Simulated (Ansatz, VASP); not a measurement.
# W: VASP beside Ansatz

INCAR

```
SYSTEM = W
PREC = Accurate
ENCUT = 520
EDIFF = 1E-7
ISMEAR = -1
SIGMA = 0.05
LREAL = .FALSE.
LASPH = .TRUE.
NELM = 80
ALGO = Normal
ISIF = 2
LWAVE = .FALSE.
LCHARG = .FALSE.
NBANDS = 13
```

The input KPOINTS:

```
Automatic mesh
0
G
  11 11 11
  0 0 0
```

File POSCAR:

```
W
1.0
    0.0000000000      2.0300000000      2.0300000000
    2.0300000000      0.0000000000      2.0300000000
    2.0300000000      2.0300000000      0.0000000000
W
1
Direct
    0.0000000000      0.0000000000      0.0000000000
```

input.yaml

```yaml
crystal:
  lattice:
    - [0.0, 2.03, 2.03]
    - [2.03, 0.0, 2.03]
    - [2.03, 2.03, 0.0]
  atoms:
    - { symbol: W, position: [0.0, 0.0, 0.0] }
kpoints:
  mp_grid: { grid: [11, 11, 11] }
  band_path:
    path:
      - [0.0, 0.0, 0.0]
      - [0.5, 0.0, 0.5]
      - [0.5, 0.25, 0.75]
      - [0.375, 0.375, 0.75]
      - [0.0, 0.0, 0.0]
      - [0.5, 0.5, 0.5]
      - [0.625, 0.25, 0.625]
      - [0.5, 0.25, 0.75]
    npoints: 10
scf:
  occupations: { method: fermi_dirac, width: 0.05 }
hamiltonian:
  xc: lda
  pseudopotentials: { kind: all_electron, lapw: { basis_error: 0.001 } }
output:
  forces: true
  stress: true
  eigenvalues: true
```

Alike in both runs: functional LDA; k mesh 11 × 11 × 11; occupations fermi-dirac, width 0.05 eV; no spin polarisation.

|  | VASP | Ansatz |
| --- | --- | --- |
| version | VASP 6.6.1 | Ansatz 0.2.0 |
| potentials or method | VASP PAW LDA potentials, release 64 (W_sv) | all-electron LAPW, scalar-relativistic |
| plane-wave cutoff (eV) | 520 | see its input |
| task | single point | band structure |

```tsv
	VASP	Ansatz	Ansatz less VASP
gap on the k mesh at the Fermi level (eV)	none	none	-
pressure (GPa)	-16.2	-17.6	-1.36
```

A gap of «none» marks a metal or a gap that the smearing closes. Ansatz ran all-electron here, so the differences hold the error of VASP's frozen core and of both bases.

Caveats: so large a pressure means that the cell lies far from this level's equilibrium, or that cutoff or potentials fall short (VASP); spin-orbit coupling is left out, which moves the levels of the heavy elements (Ansatz). The runs have no spin-orbit coupling, so splittings on W are missing.
